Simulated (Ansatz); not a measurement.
AlNi3 in Ansatz: the effect of functional

The system is AlNi3.

```
Ni Al
1.0
     3.45114    0.00000    0.00000
     0.00000    3.45114    0.00000
     0.00000    0.00000    3.45114
Ni Al
3 1
Direct
  0.50000 0.50000 0.00000
  0.50000 0.00000 0.50000
  0.00000 0.50000 0.50000
  0.00000 0.00000 0.00000
```

The cell is a database's computed one.

The cell isn't the ideal one: volume scaled by 0.94.

Alike in all runs:

```yaml
Program: Ansatz 0.2.0
Task: single point
Potentials_or_basis: Ansatz PAW
k_mesh: 8 × 8 × 8
Occupations: fermi-dirac, width 0.05 eV
Spin: collinear spin, ferromagnetic start
Starting_moments: "[1.0, 1.0, 1.0, 0.0] μB"
```

One run gave: pressure 15.1 GPa; moment 0.84 μB. Which functional did it use?
A. LDA
B. PBEsol
C. r2SCAN

C.

```tsv
functional	cutoff	pressure (GPa)	moment (μB)
LDA	420 eV (not typed: the program's choice for these potentials)	6.0	0.35
PBEsol	420 eV (not typed: the program's choice for these potentials)	13.6	0.57
r2SCAN	500 eV (not typed: the program's choice for these potentials)	15.1	0.84
```

Caveats: the PAW data sets come from PBE, with cores solved anew for the run's functional, which leaves a small shift of forces and pressure; the magnetic or orbital state may not be the lowest (some runs).
